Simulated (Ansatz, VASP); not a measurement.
# SnSe2: VASP beside Ansatz

```
Sn Se
1.0
     3.81100    0.00000    0.00000
    -1.90550    3.30042    0.00000
     0.00000    0.00000    6.13700
Sn Se
1 2
Direct
  0.00000 0.00000 0.00000
  0.33333 0.66667 0.25000
  0.66667 0.33333 0.75000
```

Alike in both runs: task single point; functional PBEsol; dispersion D3(BJ); k mesh 6 × 6 × 4; occupations gaussian, width 0.1 eV; no spin polarisation.

|  | VASP | Ansatz |
| --- | --- | --- |
| version | VASP 6.6.1 | Ansatz 0.2.0 |
| potentials or method | VASP PAW PBE potentials, release 64 (Sn_d, Se) | scalar-relativistic, plane waves, PAW |
| plane-wave cutoff (eV) | 520 | 420 |
| valence electrons in the cell | 26 | 46 |

VASP gave:

```
gap on the k mesh at the Fermi level (eV)       : 0.74
least direct gap on the mesh (eV)               : 1.00
pressure (GPa)                                  : 0.3
largest component of the traceless stress (GPa) : 0.97
rms of the force components (eV/Å)              : 0.264
```

What did Ansatz give for the same quantities?

gap on the k mesh at the Fermi level (eV): 0.75; least direct gap on the mesh (eV): 1.01; pressure (GPa): 0.2; largest component of the traceless stress (GPa): 0.96; rms of the force components (eV/Å): 0.254.

Atom by atom the forces differ by 0.010 eV/Å (rms over components). The two sets of potentials don't hold the same shells in valence.

Caveats: the PAW data sets were made with another functional, which shifts forces and pressure a little (VASP); spin-orbit coupling is left out, which moves the levels of the heavy elements; the cell's inner coordinates are idealised or old, which leaves forces on the atoms. A k mesh can miss the band edges.
